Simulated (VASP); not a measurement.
# ZnSe (Stilleite) (F-43m) in VASP: notebook, part 2 of 2

VASP 6.6.1.

## Step 3: Equation of state, PBE, 21.85 Å³/atom (volume scaled by 0.96)

Contents of INCAR:

```
SYSTEM = ZnSe
PREC = Accurate
ENCUT = 520
EDIFF = 1E-7
ISMEAR = -1
SIGMA = 0.05
LREAL = .False.
LASPH = .True.
NELM = 60
ALGO = Normal
ISIF = 2
LWAVE = .False.
LCHARG = .False.
GGA = PE
NBANDS = 16
```

Contents of KPOINTS:

```
regular mesh
0
Gamma
  8 8 8
  0 0 0
```

Contents of POSCAR:

```
ZnSe
1.0
    0.0000000000      2.7955007105      2.7955007105
    2.7955007105      0.0000000000      2.7955007105
    2.7955007105      2.7955007105      0.0000000000
Se Zn
1 1
Direct
    0.7500000000      0.7500000000      0.7500000000
    0.0000000000      0.0000000000      0.0000000000
```

Potentials or basis: VASP PAW PBE potentials, release 64 (Se, Zn).

Command:

```
cat potpaw_PBE.64/Se/POTCAR potpaw_PBE.64/Zn/POTCAR > POTCAR
mpirun -np 1 vasp_std > vasp.out
```

Run time: 14 s. Hardware: 1 thread of AMD EPYC 9R45 (Zen 5), shared host; peak memory 0.14 GiB.

The run converged. Its results:

| Property | Result |
| --- | --- |
| Free energy | -5.9771 eV |
| Pressure | 5.3 GPa |
| Band gap on the k mesh | 1.46 eV, direct |

## Step 4: Equation of state, PBE, 22.30 Å³/atom (volume scaled by 0.98)

Contents of INCAR:

```
PREC = Accurate ; ENCUT = 520
EDIFF = 1E-7 ; ISMEAR = -1
SIGMA = 0.05 ; LREAL = F
LASPH = T ; NELM = 80
ALGO = Normal ; ISIF = 2
LWAVE = F ; LCHARG = F
GGA = PE ; NBANDS = 16
```

Contents of KPOINTS:

```
Automatic mesh
0
Gamma
  8 8 8
```

Contents of POSCAR:

```
ZnSe
1.0
    0.0000000000      2.8147806350      2.8147806350
    2.8147806350      0.0000000000      2.8147806350
    2.8147806350      2.8147806350      0.0000000000
Se Zn
1 1
Direct
    0.7500000000      0.7500000000      0.7500000000
    0.0000000000      0.0000000000      0.0000000000
```

Command:

```
cat potpaw_PBE.64/Se/POTCAR potpaw_PBE.64/Zn/POTCAR > POTCAR
mpirun -np 1 vasp_std > vasp.out
```

Wall time 13 s (1 thread of AMD EPYC 9R45 (Zen 5), shared host); peak memory 0.13 GiB.

It converged, with:

```yaml
Free_energy: -6.0028 eV
Pressure: 3.8 GPa
Band_gap_on_the_k_mesh: 1.37 eV, direct
```

## Step 5: Equation of state, PBE, 23.21 Å³/atom (volume scaled by 1.02)

Contents of INCAR:

```
SYSTEM = ZnSe
PREC = Accurate
ENCUT = 520
EDIFF = 1E-7
ISMEAR = -1
SIGMA = 0.05
LREAL = .False.
LASPH = .True.
NELM = 60
ALGO = Normal
ISIF = 2
LWAVE = .False.
LCHARG = .False.
GGA = PE
NBANDS = 16
```

Contents of KPOINTS:

```
regular mesh
0
Gamma
  8 8 8
  0 0 0
```

Contents of POSCAR:

```
ZnSe
1.0
    0.0000000000      2.8525674344      2.8525674344
    2.8525674344      0.0000000000      2.8525674344
    2.8525674344      2.8525674344      0.0000000000
Se Zn
1 1
Direct
    0.7500000000      0.7500000000      0.7500000000
    0.0000000000      0.0000000000      0.0000000000
```

Command:

```
cat potpaw_PBE.64/Se/POTCAR potpaw_PBE.64/Zn/POTCAR > POTCAR
mpirun -np 1 vasp_std > vasp.out
```

Wall time 12 s (1 thread of AMD EPYC 9R45 (Zen 5), shared host); peak memory 0.14 GiB.

The run converged. Its results:

| Item | Value |
| --- | --- |
| Free energy | -6.0298 eV |
| Pressure | 1.1 GPa |
| Band gap on the k mesh | 1.21 eV, direct |

## Step 6: Equation of state, PBE, 23.67 Å³/atom (volume scaled by 1.04)

Contents of INCAR:

```
SYSTEM = ZnSe
ALGO = Normal ; EDIFF = 1E-7
ENCUT = 520 ; GGA = PE
ISIF = 2 ; ISMEAR = -1
LASPH = .True. ; LCHARG = .False.
LREAL = .False. ; LWAVE = .False.
NBANDS = 16 ; NELM = 80
PREC = Accurate ; SIGMA = 0.05
```

Contents of KPOINTS:

```
k-points
0
Gamma
  8 8 8
  0 0 0
```

Contents of POSCAR:

```
ZnSe
1.0
    0.0000000000      2.8710911185      2.8710911185
    2.8710911185      0.0000000000      2.8710911185
    2.8710911185      2.8710911185      0.0000000000
Se Zn
1 1
Direct
    0.7500000000      0.7500000000      0.7500000000
    0.0000000000      0.0000000000      0.0000000000
```

Potentials or basis: VASP PAW PBE potentials, release 64 (Se, Zn).

Command:

```
cat potpaw_PBE.64/Se/POTCAR potpaw_PBE.64/Zn/POTCAR > POTCAR
mpirun -np 1 vasp_std > vasp.out
```

It took 12 s on 1 thread of AMD EPYC 9R45 (Zen 5), shared host; peak memory 0.15 GiB.

Results (log left out):

| Property | Result |
| --- | --- |
| Free energy | -6.0325 eV |
| Pressure | -0.1 GPa |
| Band gap on the k mesh | 1.13 eV, direct |

## Step 7: Equation of state, PBE, 24.12 Å³/atom (volume scaled by 1.06)

Contents of INCAR:

```
SYSTEM = ZnSe
PREC = Accurate
ENCUT = 520
EDIFF = 1E-7
ISMEAR = -1
SIGMA = 0.05
LREAL = .False.
LASPH = .True.
NELM = 100
ALGO = Normal
ISIF = 2
LWAVE = .False.
LCHARG = .False.
GGA = PE
NBANDS = 16
```

Contents of KPOINTS:

```
regular mesh
0
Gamma
  8 8 8
  0 0 0
```

Contents of POSCAR:

```
ZnSe
1.0
    0.0000000000      2.8893788162      2.8893788162
    2.8893788162      0.0000000000      2.8893788162
    2.8893788162      2.8893788162      0.0000000000
Se Zn
1 1
Direct
    0.7500000000      0.7500000000      0.7500000000
    0.0000000000      0.0000000000      0.0000000000
```

Command:

```
cat potpaw_PBE.64/Se/POTCAR potpaw_PBE.64/Zn/POTCAR > POTCAR
mpirun -np 1 vasp_std > vasp.out
```

Run time: 13 s. Hardware: 1 thread of AMD EPYC 9R45 (Zen 5), shared host; peak memory 0.14 GiB.

Results (log left out):

```
Free energy            : -6.0292 eV
Pressure               : -1.1 GPa
Band gap on the k mesh : 1.06 eV, direct
```

## Step 8: Equation of state, PBE

This step only gathers the single runs of the series.

Results:

```
Equilibrium volume                      : 23.64 Å³/atom
Bulk modulus                            : 57 GPa
Pressure derivative of the bulk modulus : 4.4
```

Energy against volume, from the lowest point:
```
volume (Å³/atom)  energy (meV/atom)
          21.391              45.34
          21.846              27.74
          22.301              14.86
          22.757               6.21
          23.212               1.39
          23.667               0.00
          24.122               1.70
```

## Step 9: Equation of state, PBEsol, 21.39 Å³/atom (volume scaled by 0.94)

Contents of INCAR:

```
PREC = Accurate
ENCUT = 520
EDIFF = 1E-7
ISMEAR = -1
SIGMA = 0.05
LREAL = False
LASPH = True
NELM = 80
ALGO = Normal
ISIF = 2
LWAVE = False
LCHARG = False
GGA = PS
NBANDS = 16
```

Contents of KPOINTS:

```
Automatic mesh
0
Gamma
  8 8 8
```

Contents of POSCAR:

```
ZnSe
1.0
    0.0000000000      2.7759511149      2.7759511149
    2.7759511149      0.0000000000      2.7759511149
    2.7759511149      2.7759511149      0.0000000000
Se Zn
1 1
Direct
    0.7500000000      0.7500000000      0.7500000000
    0.0000000000      0.0000000000      0.0000000000
```

Potentials or basis: VASP PAW PBE potentials, release 64 (Se, Zn).

Command:

```
cat potpaw_PBE.64/Se/POTCAR potpaw_PBE.64/Zn/POTCAR > POTCAR
mpirun -np 1 vasp_std > vasp.out
```

Wall time 31 s (1 thread of AMD EPYC 7R43 (Zen 3), shared host); peak memory 0.14 GiB.

Results (log left out):

| Property | Result |
| --- | --- |
| Free energy | -6.7515 eV |
| Pressure | 3.5 GPa |
| Band gap on the k mesh | 1.42 eV, direct |

Caveat: the PAW data sets were made with another functional, which shifts forces and pressure a little.

## Step 10: Equation of state, PBEsol, 21.85 Å³/atom (volume scaled by 0.96)

INCAR is that of step 9.

KPOINTS is that of step 9.

Contents of POSCAR:

```
ZnSe
1.0
    0.0000000000      2.7955007105      2.7955007105
    2.7955007105      0.0000000000      2.7955007105
    2.7955007105      2.7955007105      0.0000000000
Se Zn
1 1
Direct
    0.7500000000      0.7500000000      0.7500000000
    0.0000000000      0.0000000000      0.0000000000
```

Command:

```
cat potpaw_PBE.64/Se/POTCAR potpaw_PBE.64/Zn/POTCAR > POTCAR
mpirun -np 1 vasp_std > vasp.out
```

Wall time 33 s (1 thread of AMD EPYC 7R43 (Zen 3), shared host); peak memory 0.14 GiB.

It converged, with:

- Free energy: -6.7666 eV
- Pressure: 1.9 GPa
- Band gap on the k mesh: 1.33 eV, direct

Caveat: the PAW data sets were made with another functional, which shifts forces and pressure a little.

## Step 11: Equation of state, PBEsol, 22.30 Å³/atom (volume scaled by 0.98)

INCAR is that of step 10.

KPOINTS is that of step 10.

Contents of POSCAR:

```
ZnSe
1.0
    0.0000000000      2.8147806350      2.8147806350
    2.8147806350      0.0000000000      2.8147806350
    2.8147806350      2.8147806350      0.0000000000
Se Zn
1 1
Direct
    0.7500000000      0.7500000000      0.7500000000
    0.0000000000      0.0000000000      0.0000000000
```

Command:

```
cat potpaw_PBE.64/Se/POTCAR potpaw_PBE.64/Zn/POTCAR > POTCAR
mpirun -np 1 vasp_std > vasp.out
```

Run time: 33 s. Hardware: 1 thread of AMD EPYC 7R43 (Zen 3), shared host; peak memory 0.14 GiB.

The run converged. Its results:

```
Free energy            : -6.7729 eV
Pressure               : 0.4 GPa
Band gap on the k mesh : 1.25 eV, direct
```

Caveat: the PAW data sets were made with another functional, which shifts forces and pressure a little.

## Step 12: Equation of state, PBEsol, 23.21 Å³/atom (volume scaled by 1.02)

INCAR is that of step 11.

KPOINTS is that of step 11.

Contents of POSCAR:

```
ZnSe
1.0
    0.0000000000      2.8525674344      2.8525674344
    2.8525674344      0.0000000000      2.8525674344
    2.8525674344      2.8525674344      0.0000000000
Se Zn
1 1
Direct
    0.7500000000      0.7500000000      0.7500000000
    0.0000000000      0.0000000000      0.0000000000
```

Potentials or basis: VASP PAW PBE potentials, release 64 (Se, Zn).

Command:

```
cat potpaw_PBE.64/Se/POTCAR potpaw_PBE.64/Zn/POTCAR > POTCAR
mpirun -np 1 vasp_std > vasp.out
```

It took 34 s on 1 thread of AMD EPYC 7R43 (Zen 3), shared host; peak memory 0.14 GiB.

It converged, with:

```
Free energy            : -6.7633 eV
Pressure               : -2.0 GPa
Band gap on the k mesh : 1.09 eV, direct
```

Caveat: the PAW data sets were made with another functional, which shifts forces and pressure a little.

## Step 13: Equation of state, PBEsol, 23.67 Å³/atom (volume scaled by 1.04)

INCAR is that of step 12.

KPOINTS is that of step 12.

Contents of POSCAR:

```
ZnSe
1.0
    0.0000000000      2.8710911185      2.8710911185
    2.8710911185      0.0000000000      2.8710911185
    2.8710911185      2.8710911185      0.0000000000
Se Zn
1 1
Direct
    0.7500000000      0.7500000000      0.7500000000
    0.0000000000      0.0000000000      0.0000000000
```

Command:

```
cat potpaw_PBE.64/Se/POTCAR potpaw_PBE.64/Zn/POTCAR > POTCAR
mpirun -np 1 vasp_std > vasp.out
```

It took 34 s on 1 thread of AMD EPYC 7R43 (Zen 3), shared host; peak memory 0.14 GiB.

Results (log left out):

| Item | Value |
| --- | --- |
| Free energy | -6.7487 eV |
| Pressure | -3.1 GPa |
| Band gap on the k mesh | 1.02 eV, direct |

Caveat: the PAW data sets were made with another functional, which shifts forces and pressure a little.

## Step 14: Equation of state, PBEsol, 24.12 Å³/atom (volume scaled by 1.06)

INCAR is that of step 13.

KPOINTS is that of step 13.

Contents of POSCAR:

```
ZnSe
1.0
    0.0000000000      2.8893788162      2.8893788162
    2.8893788162      0.0000000000      2.8893788162
    2.8893788162      2.8893788162      0.0000000000
Se Zn
1 1
Direct
    0.7500000000      0.7500000000      0.7500000000
    0.0000000000      0.0000000000      0.0000000000
```

Command:

```
cat potpaw_PBE.64/Se/POTCAR potpaw_PBE.64/Zn/POTCAR > POTCAR
mpirun -np 1 vasp_std > vasp.out
```

It took 34 s on 1 thread of AMD EPYC 7R43 (Zen 3), shared host; peak memory 0.14 GiB.

It converged, with:

- Free energy: -6.7287 eV
- Pressure: -4.0 GPa
- Band gap on the k mesh: 0.95 eV, direct

Caveat: the PAW data sets were made with another functional, which shifts forces and pressure a little.

## Step 15: Equation of state, PBEsol

Potentials or basis: VASP PAW PBE potentials, release 64 (Se, Zn).

This step only gathers the single runs of the series.

What came out:

| Property | Result |
| --- | --- |
| Equilibrium volume | 22.44 Å³/atom |
| Bulk modulus | 65 GPa |
| Pressure derivative of the bulk modulus | 4.5 |

Energy against volume, from the lowest point:
| volume (Å³/atom) | energy (meV/atom) |
| --- | --- |
| 21.391 | 10.72 |
| 21.846 | 3.19 |
| 22.301 | 0.00 |
| 22.757 | 0.68 |
| 23.212 | 4.84 |
| 23.667 | 12.10 |
| 24.122 | 22.14 |

Caveat: the PAW data sets were made with another functional, which shifts forces and pressure a little.
